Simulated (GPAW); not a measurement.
**Si2Mo in GPAW: the effect of potentials**

Si2Mo:

```
Mo Si
1.0
    -1.60000    1.60000    3.93050
     1.60000   -1.60000    3.93050
     1.60000    1.60000   -3.93050
Mo Si
1 2
Direct
  0.00000 0.00000 0.00000
  0.66700 0.66700 0.00000
  0.33300 0.33300 0.00000
```

Alike in all runs:

```yaml
Program: GPAW 26.7.0
Task: band structure
Functional: PBE
Basis: pw
k_mesh: 8 × 8 × 8
Occupations: fermi-dirac, width 0.05 eV
Spin: no spin polarisation
```

| potentials | cutoff | pressure (GPa) | largest force (eV/Å) |
| --- | --- | --- | --- |
| GPAW stock | 600 eV | 2.8 | 0.30 |
| GPAW stock, other valence | 600 eV | ? | ? |
| PAW data sets made by gpaw-setup for the functional | 600 eV | 2.8 | 0.30 |
| JTH PAW 2.0 | 600 eV | 2.6 | 0.30 |
| SG15 ONCV 1.2 | 1100 eV | 2.5 | 0.32 |

Problem. What does the run with potentials GPAW stock, other valence give?

Solution. Pressure 4.7 GPa; largest force 0.26 eV/Å.

Caveats: the program truncates these outside data sets (some runs).

The runs don't all hold the same shells in valence.
